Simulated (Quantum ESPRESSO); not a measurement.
The system is Au.

```
Au
1.0
     0.00000    2.03500    2.03500
     2.03500    0.00000    2.03500
     2.03500    2.03500    0.00000
Au
1
Cartesian
  0.0000 0.0000 0.0000
```

Base run:

| Item | Value |
| --- | --- |
| Program | Quantum ESPRESSO 7.5 |
| Functional | PBEsol |
| Potentials or basis | PseudoDojo 0.4.1 SR PBEsol standard |
| Cutoff | 1034 eV |
| Density cutoff | 4136 eV |
| k mesh | 11 × 11 × 11 |
| Occupations | fermi-dirac, width 0.05 eV |
| Spin | no spin polarisation |

Its results: band gap on the k mesh none (metal or under the smearing width); pressure 1.3 GPa.

Q: The run is repeated on the same cell with these changes: functional from PBEsol to LDA; potentials or basis from PseudoDojo 0.4.1 SR PBEsol standard to PseudoDojo 0.4.1 SR LDA standard; cutoff from 1034 eV to 871 eV; density cutoff from 4136 eV to 3483 eV. What comes out?

A: Band gap on the k mesh none (metal or under the smearing width); pressure -5.1 GPa.

Caveats: spin-orbit coupling is left out, which moves the levels of the heavy elements.
